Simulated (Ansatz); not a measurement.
**SrCl2 in Ansatz: the effect of functional**

The system is SrCl2.

```
Sr Cl
1.0
     0.00000    3.48835    3.48835
     3.48835    0.00000    3.48835
     3.48835    3.48835    0.00000
Sr Cl
1 2
Cartesian
  0.0000 0.0000 0.0000
  5.2325 5.2325 5.2325
  1.7442 1.7442 1.7442
```

Alike in all runs:

| Item | Value |
| --- | --- |
| Program | Ansatz 0.2.0 |
| Task | projected density of states |
| Potentials or basis | Ansatz PAW |
| k mesh | 4 × 4 × 4 |
| Occupations | fermi-dirac, width 0.05 eV |
| Spin | no spin polarisation |

| functional | cutoff | gap on the mesh (eV) | pressure (GPa) |
| --- | --- | --- | --- |
| LDA | 420 eV (not typed: the program's choice for these potentials) | 4.88 | -2.8 |
| PBEsol | 420 eV (not typed: the program's choice for these potentials) | 5.14 | -1.1 |
| RPBE | 420 eV (not typed: the program's choice for these potentials) | 5.68 | 3.0 |
| revPBE | 420 eV (not typed: the program's choice for these potentials) | 5.63 | 2.5 |
| BLYP | 420 eV (not typed: the program's choice for these potentials) | 5.37 | 2.7 |
| r2SCAN | 500 eV (not typed: the program's choice for these potentials) | 5.97 | 0.3 |
| HSE06 | 420 eV (not typed: the program's choice for these potentials) | 6.62 | 0.5 |
| PBE0 | 420 eV (not typed: the program's choice for these potentials) | 7.35 | 0.4 |
| r2SCAN0 | 500 eV (not typed: the program's choice for these potentials) | ? | ? |

**Question.** What does the run with functional r2SCAN0 give?

**Answer.** gap on the mesh 7.67 eV; pressure 0.0 GPa.

Caveats: the PAW data sets come from PBE, with cores solved anew for the run's functional, which leaves a small shift of forces and pressure; the density of states is complete only up to the lowest level of the last band computed; the thresholds are loose for stress (some runs).

A k mesh can miss the band edges.

Runs at the PBE level aren't shown here.
